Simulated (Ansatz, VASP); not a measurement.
One calculation of InH3, two programs

INCAR

```
  PREC = Accurate
  ENCUT = 600
  EDIFF = 1E-7
  ISMEAR = 0
  SIGMA = 0.1
  LREAL = F
  LASPH = T
  NELM = 100
  ALGO = Normal
  ISIF = 3
  LWAVE = F
  LCHARG = F
  GGA = PE
  IBRION = 2
  NSW = 100
  EDIFFG = -0.01
```

KPOINTS

```
regular mesh
0
Gamma
  18 18 10
```

Contents of POSCAR:

```
InH3
1.0
    2.9142742473      0.0000000000      0.0000000000
   -1.4571371237      2.5238355318      0.0000000000
    0.0000000000      0.0000000000      5.2974228262
In H
1 3
Direct
    0.0000000000      0.0000000000      0.5000000000
    0.5000000000      0.0000000000      0.0000000000
    0.0000000000      0.5000000000      0.0000000000
    0.5000000000      0.5000000000      0.0000000000
```

Input for Ansatz:

```yaml
crystal:
  lattice:
    - [2.9142742473, 0.0, 0.0]
    - [-1.4571371237, 2.5238355318, 0.0]
    - [0.0, 0.0, 5.2974228262]
  atoms:
    - { symbol: In, position: [0.0, 0.0, 0.5] }
    - { symbol: H, position: [0.5, 0.0, 0.0] }
    - { symbol: H, position: [0.0, 0.5, 0.0] }
    - { symbol: H, position: [0.5, 0.5, 0.0] }
basis:
  ecutwfc: 420
kpoints:
  mp_grid: { grid: [18, 18, 10] }
hamiltonian:
  xc: pbe
scf:
  occupations: { method: gaussian, width: 0.1 }
output:
  forces: true
  stress: true
  eigenvalues: true
relax:
  adjacent_minimum: "off"
  f_tol: 0.01
  max_steps: 80
  cell: { stress_tol: 0.05 }
```

Alike in both runs: task relaxation of cell and atoms; functional PBE; k mesh 18 × 18 × 10; occupations gaussian, width 0.1 eV; no spin polarisation.

|  | VASP | Ansatz |
| --- | --- | --- |
| version | VASP 6.6.1 | Ansatz 0.2.0 |
| potentials or method | VASP PAW PBE potentials, release 64 (In_d, H) | scalar-relativistic, plane waves, PAW |
| plane-wave cutoff (eV) | 600 | 420 |
| valence electrons in the cell | 16 | 16 |

|  | VASP | Ansatz | Ansatz less VASP |
| --- | --- | --- | --- |
| gap on the k mesh at the Fermi level, each at its own relaxed structure (eV) | none | none | - |
| relaxed volume (Å³/atom) | 9.61 | 9.62 | +0.016 |
| relaxed cell length with the largest relative difference (Å) | 4.992 | 4.998 | +0.0064 |
| energy change over the relaxation (meV/atom) | -4 | -5 | -0.2 |

A gap of «none» marks a metal or a gap that the smearing closes.
